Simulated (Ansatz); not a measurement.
## WSe2: frozen-core PAW against all-electron methods

```xyz
6
Lattice="3.2679 0.0000 0.0000 -1.6340 2.8301 0.0000 0.0000 0.0000 12.8830" Properties=species:S:1:pos:R:3 pbc="T T T"
W     0.0000    1.8867    3.2207
W     1.6340    0.9434    9.6622
Se    0.0000    1.8867    8.0003
Se    1.6340    0.9434    1.5588
Se    0.0000    1.8867   11.3241
Se    1.6340    0.9434    4.8826
```

Atom numbers follow the list: W1, W2, Se3, Se4, Se5, Se6.

The cell is COD entry 9009146, as deposited and not checked against the literature; nothing was relaxed. The listed cell was then made from it by scaling, straining or moving an atom.

Spin–orbit coupling is left out, though it moves levels of the heavy atoms by tenths of an eV or more.

Methods: DFT, PBEsol, PAW with Ansatz's default frozen-core files, scalar-relativistic (Ansatz 0.2.0); DFT, PBEsol, all-electron LAPW, scalar-relativistic (Ansatz 0.2.0).

For PAW: a Γ-centred 11×11×3 k mesh, Fermi–Dirac smearing of 0.08 eV, cutoff 420 eV, no spin polarisation; the PAW files were made with PBE, and the program remakes their frozen cores for this functional. LAPW targets a basis error of 0.5 meV/atom. The Ansatz runs share mesh, smearing and spin set-up. Plane-wave (PAW) pressures include the program's estimate of the Pulay term.

Stress and pressure are positive in compression.

The change that made this cell: volume scaled by 0.98.

PAW results:

| quantity | PAW |
| --- | --- |
| pressure (GPa) | 1.68 |
| stress xx (GPa) | 1.14 |
| stress zz (GPa) | 2.76 |
| force on Se3, z (eV/Å) | -0.210 |
| band gap (eV) | 0.896 |

(1) What does all-electron LAPW give for the same quantities?

Results:

(1) 
```json
{"quantity": "pressure (GPa)", "LAPW": "1.72"}
{"quantity": "stress xx (GPa)", "LAPW": "1.18"}
{"quantity": "stress zz (GPa)", "LAPW": "2.79"}
{"quantity": "force on Se3, z (eV/Å)", "LAPW": "-0.214"}
{"quantity": "band gap (eV)", "LAPW": "0.898"}
```
